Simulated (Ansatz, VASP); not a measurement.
# One calculation of F, two programs

```
F
1.0
     2.74133   -1.64297    0.03231
     2.74133    1.64297    0.03231
    -1.44627    0.00000    7.08138
F
4
Direct
  0.93830 0.56632 0.09267
  0.43368 0.06170 0.40733
  0.06170 0.43368 0.90733
  0.56632 0.93830 0.59267
```

Alike in both runs: functional PBEsol; dispersion D4; k mesh 8 × 8 × 4; occupations gaussian, width 0.1 eV; no spin polarisation.

Ansatz relaxed the structure, and its values are those at the end. VASP's run is a single point on that final structure, the one shown.

```csv
,VASP,Ansatz
version,VASP 6.6.1,Ansatz 0.2.0
potentials or method,"VASP PAW PBE potentials, release 64 (F)","scalar-relativistic, plane waves, PAW"
plane-wave cutoff (eV),520,420
valence electrons in the cell,28,28
```

```csv
,VASP,Ansatz,Ansatz less VASP
gap on the k mesh at the Fermi level (eV),2.84,2.91,+0.073
least direct gap on the mesh (eV),2.84,2.91,+0.073
pressure (GPa),0.6,0.2,-0.43
rms of the force components (eV/Å),0.278,0.027,-0.2515
```

Caveats: the PAW data sets were made with another functional, which shifts forces and pressure a little (VASP). A k mesh can miss the band edges.
